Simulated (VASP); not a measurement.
# GaN (F-43m) in VASP: single point with LDA

Aim: the single point of GaN with LDA.

Everything below comes from runs of VASP 6.6.1. Logs are shortened: lines on timing, memory, paths and dates and some standing lists are left out, and cuts for length are marked.

**What was measured.**

From a printed reference work, textbook, for a bulk crystal of GaN at 0 K: band gap 3.299 eV (direct).

The runs below are set against these values where they give the same quantity.

## (1) Starting point

The structure is cubic, space group F-43m (No. 216). The conventional cell has a = 4.507 Å, b = 4.507 Å, c = 4.507 Å, α = 90.00°, β = 90.00°, γ = 90.00°. Ga (site symmetry -43m) has 4 N at 1.95 Å as nearest neighbours. N (site symmetry -43m) is surrounded by 4 Ga at 1.95 Å.

The cell is a database's computed one.

## (2) Single point, LDA

Contents of INCAR:

```
PREC = Accurate
ENCUT = 520
EDIFF = 1E-6
ISMEAR = 0
SIGMA = 0.1
LREAL = False
LASPH = True
NELM = 80
ALGO = Fast
ISIF = 2
LWAVE = False
LCHARG = False
NBANDS = 16
```

Contents of KPOINTS:

```
regular mesh
0
Gamma
  8 8 8
```

Contents of POSCAR:

```
GaN
1.0
    0.0000000000      2.2535006075      2.2535006075
    2.2535006075      0.0000000000      2.2535006075
    2.2535006075      2.2535006075      0.0000000000
Ga N
1 1
Direct
    0.0000000000      0.0000000000      0.0000000000
    0.7500000000      0.7500000000      0.7500000000
```

Potentials or basis: VASP PAW LDA potentials, release 64 (Ga_d, N).

Started as:

```console
$ cat potpaw_LDA.64/Ga_d/POTCAR potpaw_LDA.64/N/POTCAR > POTCAR
$ mpirun -np 1 vasp_std > vasp.out
```

OUTCAR:

```text
PREC = Accurate
   ENCUT = 520
   EDIFF = 1E-6
   ISMEAR = 0
   LREAL = False
   LASPH = True
   NELM = 80
   ISIF = 2

 ion  position               nearest neighbor table
   1  0.000  0.000  0.000-   2 1.95   2 1.95   2 1.95   2 1.95
   2  0.750  0.750  0.750-   1 1.95   1 1.95   1 1.95   1 1.95

  LATTYP: Found a face centered cubic cell.
 ALAT       =     4.5070012150

  Lattice vectors:

 A1 = (   0.0000000000,   2.2535006075,   2.2535006075)
 A2 = (   2.2535006075,   0.0000000000,   2.2535006075)
 A3 = (   2.2535006075,   2.2535006075,   0.0000000000)

Analysis of symmetry for initial positions (statically):
=====================================================================
 Subroutine PRICEL returns:
 Original cell was already a primitive cell.

 Routine SETGRP: Setting up the symmetry group for a
 face centered cubic supercell.

 Subroutine GETGRP returns: Found 24 space group operations
 (whereof 24 operations were pure point group operations)
 out of a pool of 48 trial point group operations.

The static configuration has the point symmetry T_d .

Analysis of symmetry for dynamics (positions and initial velocities):
=====================================================================
 Subroutine PRICEL returns:
 Original cell was already a primitive cell.

 Routine SETGRP: Setting up the symmetry group for a
 face centered cubic supercell.

 Subroutine GETGRP returns: Found 24 space group operations
 (whereof 24 operations were pure point group operations)
 out of a pool of 48 trial point group operations.

The dynamic configuration has the point symmetry T_d .

 Subroutine INISYM returns: Found 24 space group operations
 (whereof 24 operations are pure point group operations),
 and found     1 'primitive' translations

----------------------------------------------------------------------------------------

                                     Primitive cell

  volume of cell :      22.8877

  direct lattice vectors                    reciprocal lattice vectors
     0.000000000  2.253500607  2.253500607    -0.221877020  0.221877020  0.221877020
     2.253500607  0.000000000  2.253500607     0.221877020 -0.221877020  0.221877020
     2.253500607  2.253500607  0.000000000     0.221877020  0.221877020 -0.221877020

  length of vectors
     3.186931122  3.186931122  3.186931122     0.384302272  0.384302272  0.384302272

  position of ions in fractional coordinates (direct lattice)
     0.000000000  0.000000000  0.000000000
     0.750000000  0.750000000  0.750000000

  ion indices of the primitive-cell ions
   primitive index   ion index
                 1           1
                 2           2

----------------------------------------------------------------------------------------

 KPOINTS: regular mesh

Automatic generation of k-mesh.
 Grid dimensions read from file:
 generate k-points for:    8    8    8

 Generating k-lattice:

  Cartesian coordinates                     Fractional coordinates (reciprocal lattice)
    -0.027734628  0.027734628  0.027734628     0.125000000  0.000000000  0.000000000
     0.027734628 -0.027734628  0.027734628     0.000000000  0.125000000  0.000000000
     0.027734628  0.027734628 -0.027734628     0.000000000  0.000000000  0.125000000

  Length of vectors
     0.048037784  0.048037784  0.048037784

  Shift w.r.t. Gamma in fractional coordinates (k-lattice)
     0.000000000  0.000000000  0.000000000

 Subroutine IBZKPT returns following result:
 ===========================================

 Found     29 irreducible k-points:

 Following reciprocal coordinates:
            Coordinates               Weight
  0.000000  0.000000  0.000000      1.000000
  0.125000  0.000000  0.000000      8.000000
  0.250000  0.000000  0.000000      8.000000
  0.375000  0.000000  0.000000      8.000000
  0.500000  0.000000  0.000000      4.000000
  0.125000  0.125000  0.000000      6.000000
[... 16 lines left out ...]
  0.500000  0.250000  0.125000     48.000000
 -0.375000  0.250000  0.125000     24.000000
 [... further k-points ...]
   k-points           NKPTS =     29   k-points in BZ     NKDIM =     29   number of bands    NBANDS=     16
   number of dos      NEDOS =    301   number of ions     NIONS =      2
   total plane-waves  NPLWV =  13824
   dimension x,y,z NGX =    24 NGY =   24 NGZ =   24
   dimension x,y,z NGXF=    48 NGYF=   48 NGZF=   48
   ions per type =               1   1
   NGX,Y,Z   is equivalent  to a cutoff of  12.52, 12.52, 12.52 a.u.
   NGXF,Y,Z  is equivalent  to a cutoff of  25.04, 25.04, 25.04 a.u.
 SYSTEM =  unknown system
   PREC   = accura    normal or accurate (medium, high low for compatibility)
   ISTART =      0    job   : 0-new  1-cont  2-samecut
   ICHARG =      2    charge: 1-file 2-atom 10-const
   ISPIN  =      1    spin polarized calculation?
   LNONCOLLINEAR =      F non collinear calculations
   LSORBIT =      F    spin-orbit coupling
   LASPH  =      T    aspherical Exc in radial PAW
   ENCUT  =  520.0 eV  38.22 Ry    6.18 a.u.   5.93  5.93  5.93*2*pi/ulx,y,z
   NELM   =     80;   NELMIN=  2; NELMDL= -5     # of ELM steps
   EDIFF  = 0.1E-05   stopping-criterion for ELM
   LREAL  =      F    real-space projection
   EDIFFG = 0.1E-04   stopping-criterion for IOM
   NSW    =      0    number of steps for IOM
   IBRION =     -1    ionic relax: 0-MD 1-quasi-New 2-CG
   NFREE  =      0    steps in history (QN), initial steepest desc. (CG)
   ISIF   =      2    stress and relaxation
   ISYM   =      2    0-nonsym 1-usesym 2-fastsym
   POTIM  = 0.5000    time-step for ionic-motion
   TEBEG  =    0.0;   TEEND  =   0.0 temperature during run
   PSTRESS=    0.0 pullay stress
   NELECT =      18.0000    total number of electrons
   NUPDOWN=      -1.0000    fix difference up-down
   EMIN   =  10.00;   EMAX   =-10.00  energy-range for DOS
   EFERMI =   0.00;   METHOD = LEGACY
   ISMEAR =     0;   SIGMA  =   0.10  broadening in eV -4-tet -1-fermi 0-gaus
   EFERMI_NEDOS =   21; number of points for ismear=-14 and -15
   IALGO  =     68    algorithm
   IMIX   =      4    mixing-type and parameters
     AMIX     =   0.40;   BMIX     =  1.00
     AMIX_MAG =   1.60;   BMIX_MAG =  1.00
  volume/ion in A,a.u.               =      11.44        77.23
  Fermi-wavevector in a.u.,A,eV,Ry     =   1.511117  2.855596 31.068543  2.283473
  Thomas-Fermi vector in A             =   2.621216
   LORBIT       =      0    0 simple, 1 ext, 2 COOP (PROOUT), +10 PAW based schemes
   GGA     = CA    functional components
   LHFCALC =     F    Hartree Fock is set to
   AEXX    =    0.0000 exact exchange contribution
   IVDW    =     0    specifies the selected vdW correction
   LEPSILON=     F    determine dielectric tensor
   LRPA    =     F    only Hartree local field effects (RPA)
 non-spin polarized calculation
 RMM-DIIS sequential band-by-band and
 Gauss-broadening in eV      SIGMA  =   0.10
  energy-cutoff  :      520.00
  volume of cell :       22.89
 maximum number of plane-waves:       636
   NGX = 11   NGY = 11   NGZ = 11

 number of electron      18.0000002 magnetization

 Free energy of the ion-electron system (eV)
  ---------------------------------------------------
  ext. energy  EPLUGINS =         0.00000000
  ---------------------------------------------------
  free energy    TOTEN  =       -13.93261003 eV

  energy without entropy =      -13.93261003  energy(sigma->0) =      -13.93261003

 E-fermi :   5.4374     XC(G=0): -12.1181

 val. band max:        5.0328724714   @ k =   0.0000   0.0000   0.0000
 cond. band min:       6.7795283655   @ k =   0.0000   0.0000   0.0000
 fundamental gap:      1.7466558941
 Fermi energy:         5.4374391622

 k-point     1 :       0.0000    0.0000    0.0000
  band No.  band energies     occupation
      1     -10.7707      2.00000
      2      -8.5227      2.00000
      3      -8.5227      2.00000
      4      -8.5227      2.00000
      5      -8.2048      2.00000
      6      -8.2048      2.00000
[... 8 lines left out ...]
     15      23.7123      0.00000
     16      23.7123      0.00000

 k-point     2 :       0.1250    0.0000    0.0000
  band No.  band energies     occupation
      1     -10.6011      2.00000
      2      -8.5022      2.00000
      3      -8.5022      2.00000
      4      -8.4549      2.00000
      5      -8.2065      2.00000
      6      -8.2065      2.00000
[... 8 lines left out ...]
     15      22.1624      0.00000
     16      22.1624      0.00000

 k-point     3 :       0.2500    0.0000    0.0000
  band No.  band energies     occupation
      1     -10.2354      2.00000
      2      -8.4620      2.00000
      3      -8.4620      2.00000
      4      -8.2001      2.00000
      5      -8.2001      2.00000
      6      -8.1282      2.00000
[... 8 lines left out ...]
     15      21.7684      0.00000
     16      21.7684      0.00000

 k-point     4 :       0.3750    0.0000    0.0000
  band No.  band energies     occupation
      1      -9.9838      2.00000
      2      -8.4397      2.00000
      3      -8.4397      2.00000
      4      -8.1742      2.00000
      5      -8.1742      2.00000
      6      -7.3793      2.00000
[... 8 lines left out ...]
     15      23.1425      0.00000
     16      23.1425      0.00000

 k-point     5 :       0.5000    0.0000    0.0000
  band No.  band energies     occupation
      1      -9.9182      2.00000
      2      -8.4360      2.00000
      3      -8.4360      2.00000
      4      -8.1575      2.00000
      5      -8.1575      2.00000
      6      -6.8182      2.00000
[... 8 lines left out ...]
     15      24.4871      0.00000
     16      24.4871      0.00000

 k-point     6 :       0.1250    0.1250    0.0000
  band No.  band energies     occupation
      1     -10.5461      2.00000
      2      -8.4830      2.00000
      3      -8.4830      2.00000
      4      -8.4593      2.00000
      5      -8.2179      2.00000
      6      -8.1935      2.00000
[... 8 lines left out ...]
     15      24.4243      0.00000
     16      24.8373      0.00000

 k-point     7 :       0.2500    0.1250    0.0000
  band No.  band energies     occupation
      1     -10.2511      2.00000
      2      -8.4561      2.00000
      3      -8.4382      2.00000
      4      -8.3013      2.00000
      5      -8.1814      2.00000
      6      -8.1407      2.00000
[... 8 lines left out ...]
     15      23.6949      0.00000
     16      23.9933      0.00000

 k-point     8 :       0.3750    0.1250    0.0000
  band No.  band energies     occupation
      1      -9.9845      2.00000
      2      -8.4357      2.00000
      3      -8.4083      2.00000
      4      -8.2435      2.00000
      5      -8.1621      2.00000
      6      -7.5267      2.00000
[... 8 lines left out ...]
     15      23.0689      0.00000
     16      24.5202      0.00000

 k-point     9 :       0.5000    0.1250    0.0000
  band No.  band energies     occupation
      1      -9.8860      2.00000
      2      -8.4326      2.00000
      3      -8.4033      2.00000
      4      -8.1994      2.00000
      5      -8.1560      2.00000
      6      -6.7734      2.00000
[... 8 lines left out ...]
     15      23.5685      0.00000
     16      24.8630      0.00000
[... 172 lines left out ...]
 k-point    19 :       0.5000    0.3750    0.0000
  band No.  band energies     occupation
      1      -9.7825      2.00000
      2      -8.4193      2.00000
      3      -8.2568      2.00000
      4      -8.2467      2.00000
      5      -8.1386      2.00000
      6      -6.4494      2.00000
[... 8 lines left out ...]
     15      27.2177      0.00000
     16      28.1323      0.00000

 k-point    20 :      -0.3750    0.3750    0.0000
  band No.  band energies     occupation
      1      -9.7770      2.00000
      2      -8.4085      2.00000
      3      -8.2671      2.00000
      4      -8.2671      2.00000
      5      -8.1660      2.00000
      6      -6.1740      2.00000
[... 8 lines left out ...]
     15      25.4698      0.00000
     16      27.7997      0.00000

 k-point    21 :       0.5000    0.5000    0.0000
  band No.  band energies     occupation
      1      -9.7722      2.00000
      2      -8.4414      2.00000
      3      -8.2196      2.00000
      4      -8.2196      2.00000
      5      -8.1276      2.00000
      6      -6.3383      2.00000
[... 8 lines left out ...]
     15      26.7088      0.00000
     16      29.6254      0.00000

 k-point    22 :       0.3750    0.2500    0.1250
  band No.  band energies     occupation
      1     -10.0203      2.00000
      2      -8.4189      2.00000
      3      -8.3995      2.00000
      4      -8.2851      2.00000
      5      -8.1762      2.00000
      6      -7.7390      2.00000
[... 8 lines left out ...]
     15      23.9842      0.00000
     16      26.1756      0.00000

 k-point    23 :       0.5000    0.2500    0.1250
  band No.  band energies     occupation
      1      -9.8697      2.00000
      2      -8.4143      2.00000
      3      -8.3686      2.00000
      4      -8.2519      2.00000
      5      -8.1700      2.00000
      6      -6.9787      2.00000
[... 8 lines left out ...]
     15      24.0540      0.00000
     16      26.0101      0.00000

 k-point    24 :      -0.3750    0.2500    0.1250
  band No.  band energies     occupation
      1      -9.8287      2.00000
      2      -8.4201      2.00000
      3      -8.3571      2.00000
      4      -8.2252      2.00000
      5      -8.1717      2.00000
      6      -6.4833      2.00000
[... 8 lines left out ...]
     15      23.6685      0.00000
     16      25.9217      0.00000

 [... further k-points ...]

------------------------ aborting loop because EDIFF is reached ----------------------------------------

  FORCE on cell =-STRESS in cart. coord.  units (eV):
  Direction    XX          YY          ZZ          XY          YZ          ZX
  --------------------------------------------------------------------------------------
  -------------------------------------------------------------------------------------
  Total       -0.7785272     -0.7785272     -0.7785272      0.0000000      0.0000000      0.0000000
  in kB      -54.4980943    -54.4980943    -54.4980943      0.0000000      0.0000000      0.0000000
  external PRESSURE =     -54.4980943 kB  Pullay stress =       0.0000000 kB

 VOLUME and BASIS-vectors are now :
 -----------------------------------------------------------------------------
  energy-cutoff  :      520.00
  volume of cell :       22.89
      direct lattice vectors                 reciprocal lattice vectors
     0.000000000  2.253500607  2.253500607    -0.221877020  0.221877020  0.221877020
     2.253500607  0.000000000  2.253500607     0.221877020 -0.221877020  0.221877020
     2.253500607  2.253500607  0.000000000     0.221877020  0.221877020 -0.221877020

 POSITION                                       TOTAL-FORCE (eV/Angst)
 -----------------------------------------------------------------------------------
      0.00000      0.00000      0.00000         0.000000      0.000000      0.000000
      3.38025      3.38025      3.38025        -0.000000     -0.000000     -0.000000
 -----------------------------------------------------------------------------------
    total drift:                               -0.000002     -0.000002     -0.000002

  FREE ENERGIE OF THE ION-ELECTRON SYSTEM (eV)
  ---------------------------------------------------
  free  energy   TOTEN  =       -13.9326100265 eV

  energy  without entropy=      -13.9326100265  energy(sigma->0) =      -13.93261003
```

Wall time 9.2 s (1 thread of Intel Xeon Platinum 8488C (Sapphire Rapids), shared host); peak memory 0.13 GiB.

What came out:

```yaml
Free_energy: -13.9326 eV
Pressure: -5.4 GPa
Band_gap_on_the_k_mesh: 1.75 eV, direct
```

## (3) How close it comes

Step 2. Against the measured gap of GaN, 3.299 eV (direct; 0 K; a printed reference work, textbook), the calculated 1.75 eV is off by -1.55 eV. Spin-orbit coupling on Ga is left out. The value is that of LDA, without temperature or zero-point motion. Semilocal functionals fall short of measured gaps as a rule. The cell is a database's relaxed one, not the measured one, which moves gaps too.
